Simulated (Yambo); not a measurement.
# Si in Yambo: convergence with bands in self energy

Crystal: Si.

```xyz
4
Lattice="3.8313 0.0000 0.0000 -1.9157 3.3180 0.0000 0.0000 0.0000 6.3326" Properties=species:S:1:pos:R:3 pbc="T T T"
Si    1.9157    1.1060    5.9336
Si    0.0000    2.2120    2.7673
Si    1.9157    1.1060    3.5653
Si    0.0000    2.2120    0.3990
```

This isn't the form of Si at room conditions, which is diamond.

```yaml
Program: Yambo 5.3.0
Task: G0W0 quasiparticle levels
Functional: PBEsol
Potentials_or_basis: PseudoDojo 0.4.1 SR PBEsol standard
Cutoff: 490 eV
Density_cutoff: 1959 eV
k_mesh: 6 × 6 × 4
Occupations: fixed
Spin: no spin polarisation
k_mesh_of_the_self-consistent_run: 12 × 12 × 4
Random_integration_of_the_Coulomb_term: yes
Direction_of_the_field_or_of_q_to_0: x + y + z
Broadening: 0.1 eV
States_corrected: Γ and the k points of the band edges
Frequency_dependence_of_W: plasmon pole
Terminator_of_the_band_sum_in_the_self-energy: none
Quasiparticle_equation: linearised (Newton)
Imaginary_frequency_of_the_plasmon-pole_fit: 27.2114 eV
Bands_in_the_response: 208
Bands_in_the_self-energy: 28
Cutoff_of_the_response_matrix: 8 Ry
Cutoff_of_exchange_and_Vxc: 36 Ry
Bands_corrected_first_last: "[8, 9]"
```

These are the settings of the first run; the series varies bands in self energy, with any setting tied to it.

```tsv
bands in self energy	quasiparticle gap at the points computed (eV)
28	0.757
48	0.846
88	0.904
208	0.957
```

Not settled before the last step: the quasiparticle gap at the points computed (to 0.05 eV). The tightest run that finished is the yardstick and may itself not be fully converged.

Caveat, for the tightest run too: this version prints the column dSc/dw multiplied by 27.2.
